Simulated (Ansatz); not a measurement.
Sb (beta tin type), DFT, PBE, PAW with Ansatz's default frozen-core files, scalar-relativistic (Ansatz 0.2.0), on 1 thread of Arm Neoverse V2 (shared host).

Command: `ansatz run input.yaml --threads 1 --pin off --max-ram 2048MiB --backend cpu --events-out ev --progress --plain --runs-dir out`

```yaml
crystal:
  lattice:
    - [-2.4764158749, 2.4764158749, 1.3233923341]
    - [2.4764158749, -2.4764158749, 1.3233923341]
    - [2.4764158749, 2.4764158749, -1.3233923341]
  atoms:
    - { symbol: Sb, position: [-0.375, -0.125, -0.25] }
    - { symbol: Sb, position: [0.375, 0.125, 0.25] }
kpoints:
  mp_grid: { grid: [15, 15, 15] }
scf:
  occupations: { method: fermi_dirac, width: 0.08 }
hamiltonian:
  xc: pbe
  pseudopotentials: { kind: paw }
output:
  forces: true
  stress: true
  eigenvalues: true
  populations: true
  write_density: true
  write_potential: true
  elf: true
  volumetric_format: npy
```

How large is the problem that the program sets up?

288 irreducible k-points, 625 plane waves at Γ, 19 bands.

About how long does it take?

9.6 s of wall time for 6 SCF iterations. Times on shared machines scatter by tens of per cent.
